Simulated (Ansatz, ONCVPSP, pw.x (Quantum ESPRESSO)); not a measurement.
## Equation-of-state test of one ONCV potential (Mo)

| Property | Result |
| --- | --- |
| Element | molybdenum |
| Generator | ONCVPSP 4.0.1.1 (patched build) |
| Type | optimised norm-conserving Vanderbilt (ONCV) |
| Functional | LDA (Perdew-Wang 92) |
| Relativity | scalar-relativistic |
| Frozen core | [Ar] 3d10 |
| Valence charge | 14 |
| Reference configuration | 4s2 4p6 4d5 (charge +1) |
| Partial waves | 4s: rc 1.65 bohr, ncon 4, nbas 8, qcut 7.6 1/bohr, 3 projectors, debl 2.5 Ha; 4p: rc 1.40 bohr, ncon 3, nbas 7, qcut 6.8 1/bohr, 1 projector; 4d: rc 1.85 bohr, ncon 4, nbas 9, qcut 7.5 1/bohr, 2 projectors, debl 1.6 Ha |
| Local potential | polynomial inside 1.10 bohr (lpopt 5, dvloc0 0 Ha) |
| Core correction | Teter function, fcfact 4.25, rcfact 1.4 |

In the s channel the program set the typed energies aside and used -2.619, 0.250, 2.750 Ha.

Crystal test: sc Mo in pw.x 7.5, no spin, 13³ k-points, Fermi–Dirac smearing 0.01 Ry, cutoffs 110/440 Ry. The reference is all-electron LAPW (Ansatz 0.2.0) with the same functional, mesh and smearing; V0 and B0 come from Birch–Murnaghan fits to the pressures at five volumes. Errors are pseudo minus all-electron; Δ is the rms difference of the E(V) curves that follow from these fits, minima aligned, over ±6 % about the mean V0. Mesh and smearing are coarse, so the numbers serve the comparison and aren't converged zero-temperature values; the lattice is a test structure that the element need not adopt.

```
V (Å³/atom)  P all-electron (GPa)  P pseudo (GPa)
     15.978                 10.46            9.14
     16.399                  3.97            2.69
     16.819                 -1.72           -2.97
     17.239                 -6.71           -7.91
     17.660                -11.07          -12.24
```

All-electron: a0 = 2.555 Å (V0 = 16.69 Å³/atom), B0 = 220.1 GPa.

Pseudopotential: mean pressure error (GPa): -1.24; a0 (Å): 2.551; a0 error (%): -0.19; B0 error (%): +1.8; Δ (meV/atom): 4.6.

At the middle volume, how do free energy and pressure move when the wave cutoff is lowered (ecutrho kept at four times it)?

```tsv
cutoff (Ry)	shift of F (meV/atom)	shift of P (GPa)
50	+26.1	-0.91
66	+11.8	-0.14
88	+4.2	+0.15
```

The run at the middle volume (84 k-points, 9 iterations) took about 34 s on one core of a shared host (Neoverse-V1, 32 threads, 247 GiB, load 23).
